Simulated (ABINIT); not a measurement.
# Co (P6_3/mmc) in ABINIT: phonons with PBEsol

Aim: the phonons of Co with PBEsol.

Program: ABINIT 10.8.3 (patched build). These are calculated values, not measurements. Logs are shortened: lines on timing, memory, paths and dates and some standing lists are left out, and cuts for length are marked. The log counts tension as positive stress, the text compression.

## Step 1: The undisturbed crystal

Symmetry: P6_3/mmc, No. 194, hexagonal system. Conventional cell: a = 2.472 Å, b = 2.472 Å, c = 4.021 Å, α = 90.00°, β = 90.00°, γ = 120.00°. Around Co (site symmetry -6m2) lie 12 Co at 2.47 Å.

## Step 2: Phonons, PBEsol, collinear spin, ferromagnetic start (cell relaxed at zero pressure by an earlier run)

The input, run.abi:

```
ndtset 2

pp_dirpath "./"
pseudos "Co.upf"

acell 3*1.0
rprim
     4.6320418557     0.0000000000     0.0000000000
    -2.3160209373     4.0114659253     0.0000000000
     0.0000000000     0.0000000000     7.5073250286
ntypat 1
znucl 27
natom 2
typat 1 1
chkprim 0
chksymtnons 0
tolsym 1.0e-6
xred
            2/3            1/3            3/4
            1/3            2/3            1/4

ecut 48.0
ecutsm 0.5

ngkpt 10 10 6
nshiftk 1
shiftk 0.0 0.0 0.0

ixc -116133

nband 26
occopt 6
tsmear 0.1 eV

nsppol 2
spinat
     0.0000000000     0.0000000000     2.0000000000
     0.0000000000     0.0000000000     2.0000000000

nstep 80

prteig 0
prtebands 0
prtwf 0
prtden 0
prtpot 0

kptopt1 1
tolvrs1 1.0e-15
prtwf1 1
tolwfr1 1.0e-14
nbdbuf1 4
nline1 6

rfphon2 1
rfatpol2 1 2
rfdir2 1 1 1
getwfk2 1
kptopt2 2
nqpt2 1
qpt2 0.0 0.0 0.0
tolvrs2 1.0e-9
```

The input, mrgddb.in:

```
merged_DDB
Co
2
runo_DS1_DDB
runo_DS2_DDB
```

The input, anaddb.abi:

```
ddb_filepath "merged_DDB"
output_file "anaddb.abo"
outdata_prefix "ana"
asr 1
chneut 0
dipdip 0
dieflag 0
enunit 0
eivec 1
nph1l 1
qph1l 0.0 0.0 0.0 1.0
```

Potentials or basis: PseudoDojo NC SR PBEsol v0.4.1 standard.

Run with:

```console
mpirun --bind-to none -np 4 abinit run.abi > log 2>&1
mrgddb < mrgddb.in > mrgddb.log 2>&1
anaddb anaddb.abi > anaddb.log 2>&1
```

run.abo:

```text
.Version 10.8.3 of ABINIT
 DATASET    1 : space group P6_3/m m c (#194); Bravais hP (primitive hexag.)
================================================================================
 Values of the parameters that define the memory need for DATASET  1.
     intxc =       0    ionmov =       0      iscf =       7    lmnmax =       6
     lnmax =       6     mgfft =      48  mpssoang =       3    mqgrid =    3001
     natom =       2  nloc_mem =       1    nspden =       2   nspinor =       1
    nsppol =       2      nsym =      24    n1xccc =    2501    ntypat =       1
    occopt =       6   xclevel =       2
       mpw =        2236          nfft =       43200          nkpt =          56
================================================================================
================================================================================

 DATASET    2 : space group P6_3/m m c (#194); Bravais hP (primitive hexag.)
================================================================================
 Values of the parameters that define the memory need for DATASET  2 (RF).
     intxc =       0      iscf =       7    lmnmax =       6     lnmax =       6
     mgfft =      48  mpssoang =       3    mqgrid =    3001     natom =       2
  nloc_mem =       1    nspden =       2   nspinor =       1    nsppol =       2
      nsym =      24    n1xccc =    2501    ntypat =       1    occopt =       6
   xclevel =       2
      nfft =       43200          nkpt =         304
================================================================================
================================================================================

--------------------------------------------------------------------------------
------------- Echo of variables that govern the present computation ------------
--------------------------------------------------------------------------------
 -outvars: echo values of preprocessed input variables --------
            acell      1.0000000000E+00  1.0000000000E+00  1.0000000000E+00 Bohr
              amu      5.89332000E+01
          chkprim           0
      chksymtnons           0
             ecut      4.80000000E+01 Hartree
           ecutsm      5.00000000E-01 Hartree
           getwfk1          0
           getwfk2          1
                       outvar_i_n : Printing only first  50 k-points.
              ixc     -116133
           jdtset        1    2
                       outvar_i_n : Printing only first  50 k-points.
           kptopt1          1
           kptopt2          2
         kptrlatt       10    0    0      0   10    0      0    0    6
          kptrlen      4.50439502E+01
            natom           2
            nband1         26
            nband2         26
           nbdbuf1          4
           nbdbuf2          2
           ndtset           2
            ngfft          30      30      48
             nkpt1         56
             nkpt2        304
            nline1          6
            nline2          4
             nqpt1          0
             nqpt2          1
           nspden           2
           nsppol           2
            nstep          80
             nsym          24
           ntypat           1
                       prtocc : prtvol=0, do not print more k-points.
                       1.000000  1.000000  1.000000  1.000000  1.000000  1.000000
                       1.000000  1.000000  1.000000  1.000000  1.000000  1.000000
                       1.000000  1.000000  1.000000  1.000000  1.000000  0.000000
                       0.000000  0.000000  0.000000  0.000000  0.000000  0.000000
                       0.000000  0.000000
                       1.000000  1.000000  1.000000  1.000000  1.000000  1.000000
                       1.000000  1.000000  1.000000  1.000000  1.000000  1.000000
                       1.000000  1.000000  1.000000  1.000000  1.000000  0.000000
                       0.000000  0.000000  0.000000  0.000000  0.000000  0.000000
                       0.000000  0.000000
                       1.000000  1.000000  1.000000  1.000000  1.000000  1.000000
                       1.000000  1.000000  1.000000  1.000000  1.000000  1.000000
                       1.000000  1.000000  1.000000  1.000000  1.000000  0.000000
[... 813 lines left out ...]
 Total magnetization (exact up - dn):                         -0.000000

================================================================================

 ----iterations are completed or convergence reached----

 Mean square residual over all n,k,spin=   10.473E-13; max=  64.574E-10

 2DEtotal=    0.4074937109E+00 Ha. Also 2DEtotal=    0.110884687594E+02 eV
    (2DErelax=   -7.9280291267E+03 Ha. 2DEnonrelax=    7.9284366204E+03 Ha)
    (  non-var. 2DEtotal :    4.0749370836E-01 Ha)

--------------------------------------------------------------------------------
 Perturbation wavevector (in red.coord.)   0.000000  0.000000  0.000000
 Perturbation : displacement of atom   1   along direction   3
 Found     6 symmetries that leave the perturbation invariant.
 symkpt : the number of k-points, thanks to the symmetries,
 is reduced to    72 .

--------------------------------------------------------------------------------

--------------------------------------------------------------------------------

 dfpt_looppert : total number of electrons, from k and k+q
  fully or partially occupied states are    3.400000E+01 and    3.400000E+01.
 Initialisation of the first-order wave-functions :
  ireadwf=   0

--- !BeginCycle
iteration_state: {dtset: 2, }
solver: {iscf: 7, nstep: 80, nline: 4, wfoptalg: 0, }
tolerances: {tolvrs: 1.00E-09, }
...

     iter   2DEtotal(Ha)        deltaE(Ha) residm    vres2    difmagsph maxmagsph
-ETOT  1   88.815119055762     -2.198E+04 2.629E+01 2.902E+05 2.105E-04 2.105E-04
 ETOT  2   9.2969705124237     -7.952E+01 1.310E+00 2.271E+04 1.286E-03 1.075E-03
 ETOT  3   4.7787447008054     -4.518E+00 7.219E-02 5.041E+03 1.453E-02 1.346E-02
 ETOT  4   4.1322329285654     -6.465E-01 1.980E-02 1.657E+03 1.557E-01 1.423E-01
 ETOT  5   13.376485823123      9.244E+00 8.176E-03 7.522E+04 1.959E+00 1.817E+00
 ETOT  6   3.8495252975085     -9.527E+00 2.317E-03 2.337E+02 1.871E+00 5.460E-02
 ETOT  7   3.8041211959394     -4.540E-02 1.574E-03 7.465E+00 5.689E-02 2.289E-03
 ETOT  8   3.8036900654665     -4.311E-04 1.504E-04 4.598E+00 4.932E-03 2.643E-03
 ETOT  9   3.8021985081655     -1.492E-03 5.573E-06 1.598E-01 2.322E-03 8.493E-04
 ETOT 10   3.8021508602365     -4.765E-05 1.610E-06 2.743E-03 1.054E-03 2.043E-04
 ETOT 11   3.8021503748864     -4.854E-07 3.293E-07 1.079E-04 2.473E-04 4.318E-05
 ETOT 12   3.8021503531822     -2.170E-08 2.791E-08 1.120E-05 3.684E-05 8.037E-06
 ETOT 13   3.8021503512723     -1.910E-09 2.987E-08 1.912E-06 7.319E-06 1.198E-06
 ETOT 14   3.8021503574714      6.199E-09 2.721E-09 4.951E-05 5.314E-05 5.433E-05
 ETOT 15   3.8021503511595     -6.312E-09 2.847E-09 4.213E-07 5.164E-05 2.791E-06
 ETOT 16   3.8021503511159     -4.366E-11 2.473E-10 3.554E-08 1.962E-06 4.753E-06
 ETOT 17   3.8021503510940     -2.183E-11 2.762E-10 1.621E-08 4.262E-07 4.327E-06
 ETOT 18   3.8021503511486      5.457E-11 2.348E-11 8.222E-09 1.011E-07 4.301E-06
 ETOT 19   3.8021503510140     -1.346E-10 2.715E-11 1.901E-09 1.323E-07 4.169E-06
 ETOT 20   3.8021503510613      4.729E-11 2.149E-12 8.316E-11 2.169E-07 3.970E-06

 At SCF step   20       vres2   =  8.32E-11 < tolvrs=  1.00E-09 =>converged.
 Integrated electronic and magnetization densities in atomic spheres:
 ------------------------------------------------------------------------------------------------------------
 Radius=ratsph(iatom), smearing ratsm=  0.0000. Diff(up-dn)=approximate z local magnetic moment.
    Atom    Radius    up_density   dn_density  Total(up+dn)  Diff(up-dn)
    1 Co   2.00000     0.000002    -0.000002     -0.000000     0.000004
    2 Co   2.00000    -0.000000     0.000001      0.000001    -0.000001
 ------------------------------------------------------------------------------------------------------------
  Sum:                 0.000001    -0.000001      0.000000     0.000003
 Total magnetization (from the atomic spheres):                0.000003
 Total magnetization (exact up - dn):                          0.000001

================================================================================

 ----iterations are completed or convergence reached----

 Mean square residual over all n,k,spin=   13.092E-16; max=  21.494E-13

 2DEtotal=    0.3802150351E+01 Ha. Also 2DEtotal=    0.103461781768E+03 eV
    (2DErelax=   -2.2067662417E+04 Ha. 2DEnonrelax=    2.2071464567E+04 Ha)
    (  non-var. 2DEtotal :    3.8021503478E+00 Ha)

================================================================================

 ---- first-order wavefunction calculations are completed ----

 ==> Compute Derivative Database <==

  Dynamical matrix, in cartesian coordinates,
   if specified in the inputs, asr has been imposed
     j1       j2             matrix element
  dir pert dir pert     real part    imaginary part

   1    1   1    1         0.0189433666         0.0000000000
   1    1   1    2        -0.0189433666        -0.0000000000

   2    1   2    1         0.0189433737        -0.0000000000
   2    1   2    2        -0.0189433737         0.0000000000
[... 10 lines left out ...]
   3    2   3    1        -0.0674156845         0.0000000000
   3    2   3    2         0.0674156845        -0.0000000000

  Phonon wavevector (reduced coordinates) :  0.00000  0.00000  0.00000
 Phonon energies in Hartree :
   0.000000E+00  0.000000E+00  0.000000E+00  5.938592E-04  5.938594E-04
   1.120303E-03
 Phonon frequencies in cm-1    :
   0.000000E+00  0.000000E+00  0.000000E+00  1.303370E+02  1.303371E+02
   2.458780E+02

== END DATASET(S) ==============================================================
================================================================================

 -outvars: echo values of variables after computation  --------
            acell      1.0000000000E+00  1.0000000000E+00  1.0000000000E+00 Bohr
           etotal1    -3.0565758335E+02
           etotal2     3.8021503511E+00
            fcart1     1.8601871448E-27 -3.7589284139E-26 -3.5026275547E-31
                      -1.8601871448E-27  3.7589284139E-26  3.5026275547E-31
            fcart2     0.0000000000E+00  0.0000000000E+00  0.0000000000E+00
                       0.0000000000E+00  0.0000000000E+00  0.0000000000E+00
            rprim      4.6320418557E+00  0.0000000000E+00  0.0000000000E+00
                      -2.3160209373E+00  4.0114659253E+00  0.0000000000E+00
                       0.0000000000E+00  0.0000000000E+00  7.5073250286E+00
           strten1    -8.6178100317E-05 -8.6178324996E-05 -3.6003469173E-05
                       0.0000000000E+00  0.0000000000E+00  1.5450585831E-10
           strten2     0.0000000000E+00  0.0000000000E+00  0.0000000000E+00
                       0.0000000000E+00  0.0000000000E+00  0.0000000000E+00
           xangst      1.2255854925E+00  7.0759211618E-01  2.9795289880E+00
                      -3.3338164157E-09  1.4151842324E+00  9.9317632932E-01
             xred      6.6666666667E-01  3.3333333333E-01  7.5000000000E-01
                       3.3333333333E-01  6.6666666667E-01  2.5000000000E-01
 Calculation completed.
```

Run time: 6.7 min. Hardware: 4 MPI ranks of Arm Neoverse V2, shared host; peak memory 1.4 GiB.

Results:

| Quantity | Value |
| --- | --- |
| Free energy | -8317.3666 eV |
| Pressure | 2.0 GPa |
| Band gap on the k mesh | none (metal or under the smearing width) |
| Net moment | 3.28 μB per cell |
| Site moments | Co +1.71 μB |
| Highest phonon frequency at Γ | 246 cm⁻¹ |

Stress tensor (GPa, compression positive):
```
2.54 0.00 0.00
0.00 2.54 0.00
0.00 0.00 1.06
```

Phonon frequencies in cm⁻¹ (negative: imaginary):
```
              q point        frequencies
(0.000, 0.000, 0.000)  0 0 0 130 130 246
```

Caveat: the mesh is coarse for a metal's response; this build's spin-polarised response under this functional may be imprecise.
